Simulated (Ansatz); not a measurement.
# BaS (Fm-3m) in Ansatz: further runs

The runs below take BaS through band structure, with PBEsol.

Everything below comes from runs of Ansatz 0.2.0. Logs are shortened: lines on timing, memory, paths and dates and some standing lists are left out, and cuts for length are marked.

**What was measured.**

From a printed reference work, monograph, original work of 1988, for a bulk crystal of BaS at 2 K: band gap 3.806 eV (indirect).

The results are compared with them further down.

### Step 1. Starting point

It takes space group Fm-3m (No. 225, cubic). The conventional cell has a = 6.388 Å, b = 6.388 Å, c = 6.388 Å, α = 90.00°, β = 90.00°, γ = 90.00°. Around Ba (site symmetry m-3m) lie 6 S at 3.19 Å. S (site symmetry m-3m) has 6 Ba at 3.19 Å as nearest neighbours.

### Step 2. Band structure, PBEsol

Input file input.yaml:

```yaml
crystal:
  lattice:
    - [0.0, 3.19375, 3.19375]
    - [3.19375, 0.0, 3.19375]
    - [3.19375, 3.19375, 0.0]
  atoms:
    - { symbol: Ba, position: [0.0, 0.0, 0.0] }
    - { symbol: S, position: [0.5, 0.5, 0.5] }
kpoints:
  mp_grid: { grid: [5, 5, 5] }
  band_path:
    path:
      - [0.0, 0.0, 0.0]
      - [0.5, 0.0, 0.5]
      - [0.5, 0.25, 0.75]
      - [0.375, 0.375, 0.75]
      - [0.0, 0.0, 0.0]
      - [0.5, 0.5, 0.5]
      - [0.625, 0.25, 0.625]
      - [0.5, 0.25, 0.75]
    npoints: 10
scf:
  occupations: { method: fermi_dirac, width: 0.05 }
hamiltonian:
  xc: pbesol
  pseudopotentials: { kind: all_electron, lapw: { basis_error: 0.001 } }
output:
  forces: true
  stress: true
  eigenvalues: true
```

Potentials or basis: all-electron LAPW, scalar-relativistic.

Started as:

```sh
ansatz run input.yaml --threads 1 --pin off --max-ram 3072MiB --backend cpu --events-out ev --progress --plain --runs-dir out
```

The log of the run:

```text
Warning: RAYON_NUM_THREADS=1 ignored (pool sized by the plan → 1); use --threads N
LAPW: plane waves up to 5.988 Å⁻¹, error target 1.0e-3 eV per atom; small_component_spin mean_spin; S in spheres of 1.515 Å, 14 of its electrons in bands, Dirac shells []; Ba in spheres of 1.679 Å, 28 of its electrons in bands, Dirac shells [] (how accurate: hamiltonian.pseudopotentials.lapw.basis_error, Limitations)
Engine: ansatz 0.2.0, aarch64-unknown-linux-gnu
Pseudopotentials: kind: all_electron
Pseudopotential: Ba, LAPW, valence charge 28, lapw/all_electron/scalar/gaussian/Ba, Koelling and Harmon's equation, gaussian nucleus
Pseudopotential: S, LAPW, valence charge 14, lapw/all_electron/scalar/gaussian/S, Koelling and Harmon's equation, gaussian nucleus
Functional definition: PBEsol
  exchange = pbesol_x
  correlation = pbesol_c
Crystal: 2 atoms, lattice volume = 65.153 Å³
Basis set: ecut = 136.61087397362044 eV, 259 PW (Γ), exchange–correlation at level 2
Bands: 26, of which v1, the nominal top of the filled ones, is band 21 counted from 1 (20 counted from 0)
Symmetry: 48 space group operations
Space group: Fm-3m (ITA 225), of the structure as read, at distance tolerance 4.0e-5 Å
k-points: 10 of 125
Non-local potential: Ba, projectors of the file, none
Non-local potential: S, projectors of the file, none
Initial density: superposition of atomic densities (chi_scale 0.1, normalization cell, long waves kept (reshape's long-wave potential 0.00 eV rms))
Initial wavefunctions: plane waves of lowest kinetic energy (no species holds an atomic orbital)
Functional: x = pbesol(κ = 0.804, μ = 0.12345679012345678), c = pbesol(β = 0.046)
iter 1 solved again at ethr=2.58e-3 eV; its pass at ethr=1.00e-1 eV (dr2=1.08e0 eV) is discarded
SCF iter   1: F=—  HF=-232135.593676 eV  |F-HF|=—  |Δ(HF+E_count)|=         —  Δρ=2.63e-2  dr2=1.08e0  ethr=2.58e-3  ⟨swp⟩=2.0  Hψ=1674  notcnv=0
preconditioner: auto → none  [insulator: Δε(μ)=3.137 eV  Ē_g=12.536 eV  σ=0.050 eV  W_gap=1.00  n_scr=14 (ndim 8)  ℏωp=17.2 eV  f_vac=0.000  D(μ)=0.00/eV (n_scr^D=0)  ε∞_Penn≈2.9]
iter 2 solved again at ethr=7.08e-5 eV; its pass at ethr=2.57e-3 eV (dr2=2.97e-2 eV) is discarded
SCF iter   2: F=—  HF=-232135.232866 eV  |F-HF|=—  |Δ(HF+E_count)|=   3.61e-1  Δρ=5.71e-3  dr2=2.98e-2  ethr=7.08e-5  ⟨swp⟩=2.0  Hψ=1465  notcnv=0
SCF iter   3: F=—  HF=-232135.179505 eV  |F-HF|=—  |Δ(HF+E_count)|=   5.34e-2  Δρ=4.59e-3  dr2=2.99e-2  ethr=7.08e-5  ⟨swp⟩=3.0  Hψ=928  notcnv=0
SCF iter   4: F=—  HF=-232135.184338 eV  |F-HF|=—  |Δ(HF+E_count)|=         —  Δρ=8.50e-4  dr2=9.40e-4  ethr=7.08e-5  ⟨swp⟩=2.0  Hψ=872  notcnv=0
the basis was enlarged: its passes take 141.1 KiB over the memory plan, 1 of 1 planned eigensolver slots
SCF iter   5: F=—  HF=-232135.184793 eV  |F-HF|=—  |Δ(HF+E_count)|=   4.56e-4  Δρ=1.33e-4  dr2=1.98e-5  ethr=2.24e-6  ⟨swp⟩=2.5  Hψ=856  notcnv=0
SCF iter   6: F=—  HF=-232135.184804 eV  |F-HF|=—  |Δ(HF+E_count)|=   1.06e-5  Δρ=1.68e-5  dr2=2.51e-7  ethr=4.70e-8  ⟨swp⟩=3.0  Hψ=881  notcnv=0
SCF iter   7: F=-232135.184805 eV  HF=-232135.184805 eV  |F-HF|=1.23e-8  |Δ(HF+E_count)|=   5.94e-7  Δρ=2.45e-6  dr2=3.59e-9  ethr=5.98e-10  ⟨swp⟩=3.0  Hψ=901  notcnv=0
SCF 1 converged in 7 iterations: F = -232135.184805 eV  dr2 = 3.59e-9
NSCF: frozen V_eff on 71 k-points
SCF converged after 7 iterations
Free energy (F): -232135.184805 eV
Harris-Foulkes:  -232135.184805 eV  (|F-HF|=1.23e-8)
Internal energy: -232135.184805 eV  (E = F + TS)
E sigma→0 (E₀):  -232135.184805 eV
Fermi energy:    8.811874 eV
--- Per-component energies (eV) ---
  E_band       = -3433.909298
  E_kinetic    = 246659.047685
  E_xc         = -5987.365673
  E_electrostatic = -472806.866816  (all electrons and nuclei)
  E_smearing   = -0.000000  (= −TS)
  E_closure    = 0.000000  (closes the sum)
  E_atoms      = -232124.421915  (free atoms, spherical and without spin; not in F)
  Σ components = -232135.184805   (vs F -232135.184805, Δ=0.00e0)
  Basis errors (estimates in eV, not in F): energy 4.2e-4 per atom: plane waves 3.7e-4 (2.0e-4 summed), levels above the bands 1.1e-34, relativity 5.5e-9, radial functions 4.2e-5, core shells 3.1e-11; eigenvalues (radial functions only) 1.0e-5; not estimated: angular momenta, meshes, grids; target (lapw.basis_error) 1.0e-3; muffin-tin radii S 1.515 Å, Ba 1.679 Å
--- Forces (eV/Å), atoms counted from 1 ---
  atom   1  Ba    -0.00000000     0.00000000    -0.00000000
  atom   2  S      0.00000000    -0.00000000    -0.00000000
  max |Σ_I F_I| component: 1.22e-30 eV/Å
--- Stress (GPa, compression-positive) ---
       -1.143030       0.000000       0.000000
        0.000000      -1.143030      -0.000000
        0.000000      -0.000000      -1.143030
  P = ⅓ Tr σ = -1.1430 GPa (-11.430 kbar)
--- Band table (eV; the first three rows and the last of 10) ---
  k-point 0: bands = ["-227.7229", "-194.9994", "-164.9385", "-164.9385", "-164.9385", "-140.0516", "-140.0516", "-140.0516", "-73.8692", "-73.8692", "-73.8692", "-73.8612", "-73.8612", "-18.1916", "-3.2361", "-3.2361", "-3.2361", "-2.5622", "7.7190", "7.7190", "7.7190", "11.2169", "11.6004", "11.6004", "11.6004", "12.5484"]
  k-point 1: bands = ["-227.7229", "-194.9994", "-164.9385", "-164.9385", "-164.9385", "-140.0516", "-140.0516", "-140.0516", "-73.8692", "-73.8692", "-73.8692", "-73.8612", "-73.8612", "-18.1759", "-3.8406", "-3.2499", "-3.2499", "-1.9278", "6.8729", "7.2895", "7.2895", "11.6189", "12.1557", "12.1557", "12.5364", "13.5730"]
  k-point 2: bands = ["-227.7229", "-194.9994", "-164.9385", "-164.9385", "-164.9385", "-140.0516", "-140.0516", "-140.0516", "-73.8692", "-73.8692", "-73.8692", "-73.8612", "-73.8612", "-18.1502", "-4.3530", "-3.2719", "-3.2719", "-1.3613", "5.9412", "6.7652", "6.7652", "12.4612", "13.5740", "13.5740", "13.7621", "15.5643"]
  k-point 9: bands = ["-227.7229", "-194.9994", "-164.9385", "-164.9385", "-164.9385", "-140.0516", "-140.0516", "-140.0516", "-73.8692", "-73.8692", "-73.8692", "-73.8612", "-73.8612", "-18.1354", "-3.9818", "-3.5202", "-3.4494", "-1.8301", "6.5913", "7.0414", "7.3211", "11.3486", "12.8223", "13.8737", "14.7997", "15.1732"]
```

It took 6.8 s on 1 thread of Arm Neoverse V2, shared host; peak memory 0.23 GiB.

What came out:

```
Free energy             : -232135.1848 eV
Pressure                : -1.1 GPa
Band gap on the k mesh  : 2.19 eV, indirect (least direct gap 2.32 eV)
Band gap along the path : 2.08 eV, indirect (least direct gap 2.19 eV)
```

Levels at the corners of the path, in eV from the valence-band top:
```
point  band 18  band 19  band 20  band 21  band 22  band 23  band 24  band 25
    Γ   -10.28     0.00     0.00     0.00     3.50     3.88     3.88     3.88
    X   -10.19    -0.46    -0.11    -0.11     2.08     5.99     6.02     7.60
    W    -9.62    -1.08    -0.44    -0.44     4.20     4.20     6.31     6.85
    K    -9.66    -0.91    -0.56    -0.48     3.23     5.83     6.61     6.70
    Γ   -10.28     0.00     0.00     0.00     3.50     3.88     3.88     3.88
    L    -9.00    -1.91    -1.03    -1.03     5.39     5.56     6.37     6.37
    U    -9.66    -0.91    -0.56    -0.48     3.23     5.83     6.61     6.70
    W    -9.62    -1.08    -0.44    -0.44     4.20     4.20     6.31     6.85
```

Caveat: spin-orbit coupling is left out, which moves the levels of the heavy elements; the mesh misses the band edges, which the band path finds closer together.

### Step 3. Band structure, PBEsol, spin-orbit coupling, no magnetisation

Edit input.yaml of step 2 so:

```diff
@@ -26,2 +26,5 @@
   pseudopotentials: { kind: all_electron, lapw: { basis_error: 0.001 } }
+magnetization:
+  noncollinear: true
+  spin_orbit: true
 output:
```

Potentials or basis: all-electron LAPW, relativistic spinors.

Started as:

```sh
ansatz run input.yaml --threads 1 --pin off --max-ram 3072MiB --backend cpu --events-out ev --progress --plain --runs-dir out
```

The log of the run:

```text
Warning: RAYON_NUM_THREADS=1 ignored (pool sized by the plan → 1); use --threads N
[... 65 lines left out ...]
  k-point 2: bands = ["-227.5738", "-227.5738", "-195.0004", "-195.0004", "-175.6318", "-175.6318", "-160.2237", "-160.2237", "-160.2237", "-160.2237", "-140.8958", "-140.8958", "-139.6368", "-139.6368", "-139.6368", "-139.6368", "-75.3524", "-75.3524", "-75.3524", "-75.3524", "-72.7384", "-72.7384", "-72.7336", "-72.7336", "-72.7336", "-72.7336", "-18.1173", "-18.1173", "-5.0189", "-5.0189", "-3.5228", "-3.5228", "-2.6409", "-2.6409", "-1.2461", "-1.2461", "5.9396", "5.9396", "6.7457", "6.7457", "6.7821", "6.7821", "12.4562", "12.4562", "13.5578", "13.5578", "13.5972", "13.5972", "13.7543", "13.7543", "15.5418", "15.5418"]
  k-point 9: bands = ["-227.5738", "-227.5738", "-195.0004", "-195.0004", "-175.6318", "-175.6318", "-160.2237", "-160.2237", "-160.2237", "-160.2237", "-140.8958", "-140.8958", "-139.6368", "-139.6368", "-139.6368", "-139.6368", "-75.3524", "-75.3524", "-75.3524", "-75.3524", "-72.7384", "-72.7384", "-72.7336", "-72.7336", "-72.7336", "-72.7336", "-18.1025", "-18.1025", "-4.9518", "-4.9518", "-3.3854", "-3.3854", "-2.8908", "-2.8908", "-1.7297", "-1.7297", "6.5881", "6.5881", "7.0304", "7.0304", "7.3312", "7.3312", "11.3489", "11.3489", "12.8228", "12.8228", "13.8752", "13.8752", "14.8074", "14.8074", "15.1774", "15.1774"]
```

bands.tsv:

```text
[... 85 lines left out ...]
```

Wall time 50 s (1 thread of Arm Neoverse V2, shared host); peak memory 0.34 GiB.

What came out:

* Free energy: -232237.8292 eV
* Pressure: -1.2 GPa
* Band gap on the k mesh: 2.15 eV, indirect (least direct gap 2.24 eV)
* Band gap along the path: 2.04 eV, indirect (least direct gap 2.11 eV)

Levels at the corners of the path, in eV from the valence-band top:
| point | band 39 | band 40 | band 41 | band 42 | band 43 | band 44 | band 45 | band 46 |
| --- | --- | --- | --- | --- | --- | --- | --- | --- |
| Γ | 0.00 | 0.00 | 0.00 | 0.00 | 3.45 | 3.45 | 3.81 | 3.81 |
| X | -0.21 | -0.21 | -0.07 | -0.07 | 2.04 | 2.04 | 5.95 | 5.95 |
| W | -0.56 | -0.56 | -0.41 | -0.41 | 4.14 | 4.14 | 4.17 | 4.17 |
| K | -0.61 | -0.61 | -0.51 | -0.51 | 3.19 | 3.19 | 5.78 | 5.78 |
| Γ | 0.00 | 0.00 | 0.00 | 0.00 | 3.45 | 3.45 | 3.81 | 3.81 |
| L | -1.09 | -1.09 | -1.06 | -1.06 | 5.33 | 5.33 | 5.51 | 5.51 |
| U | -0.61 | -0.61 | -0.51 | -0.51 | 3.19 | 3.19 | 5.78 | 5.78 |
| W | -0.56 | -0.56 | -0.41 | -0.41 | 4.14 | 4.14 | 4.17 | 4.17 |

Caveat: the mesh misses the band edges, which the band path finds closer together.

### Step 4. Against experiment

Step 2. Measured gap of BaS: 3.806 eV (indirect; 2 K; a printed reference work, monograph, original work of 1988). This calculation gives 2.08 eV (-1.73 eV). Spin-orbit coupling on Ba is left out. The value is that of PBEsol, without temperature or zero-point motion. Semilocal functionals fall short of measured gaps as a rule.

Step 3. Against the measured gap of BaS, 3.806 eV (indirect; 2 K; a printed reference work, monograph, original work of 1988), the calculated 2.04 eV is off by -1.77 eV. The value is that of PBEsol, without temperature or zero-point motion. Semilocal functionals fall short of measured gaps as a rule.
